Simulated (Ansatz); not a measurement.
# Se: deformation potentials from a series

```yaml
crystal:
  lattice:
    - [4.36620, 0.00000, 0.00000]
    - [-2.18310, 3.78124, 0.00000]
    - [0.00000, 0.00000, 4.95360]
  atoms:
    - { symbol: Se, position: [0.22540, 0.00000, 0.33333] }
    - { symbol: Se, position: [0.00000, 0.22540, 0.66667] }
    - { symbol: Se, position: [0.77460, 0.77460, 0.00000] }
```

Atom numbers follow the list: Se1, Se2, Se3.

The cell is COD entry 9012501, as deposited and not checked against the literature; nothing was relaxed.

These are results of DFT, PBEsol, all-electron LAPW, scalar-relativistic in Ansatz 0.2.0, not measurements.

Sampling and basis: a Γ-centred 6×6×5 k mesh, Fermi–Dirac smearing of 0.03 eV, basis error target 1 meV/atom, no spin polarisation.

The cell is scaled evenly. Fractional coordinates are held (clamped ions).

The valence-band top of this crystal doesn't lie at Γ but 0.41 eV above the top filled level there.

Only quantities that a quadratic follows smoothly over the whole series are listed; rougher ones are left out.

```csv
ln(V/Vcell),direct gap at Γ (eV),smallest gap on mesh and path (eV)
-0.0619,2.432,1.043
-0.0202,2.313,1.000
-0.0101,2.285,0.990
0.0000,2.257,0.980
0.0100,2.230,0.970
0.0198,2.203,0.961
0.0392,2.152,0.943
0.0583,2.101,0.926
```

(1) Fit the series and give the slopes at zero strain.

(2) One run, at ln(V/Vcell) = -0.0408, is withheld. Predict its row.

Answers

(1) Least-squares fits y = p0 + p1 x + p2 x² to the rows give direct gap at Γ (eV): p1 = -2.75, p2 = 1.3; smallest gap on mesh and path (eV): p1 = -0.972, p2 = 0.77. So dEg/dln V = -2.7 eV for the direct gap at Γ, which isn't the fundamental gap here: that one has dEg/dln V = -1.0 eV. Semilocal gaps are too small, but their slopes carry over better.

(2) The fits give 2.371, 1.021; the run gave 2.371, 1.021.
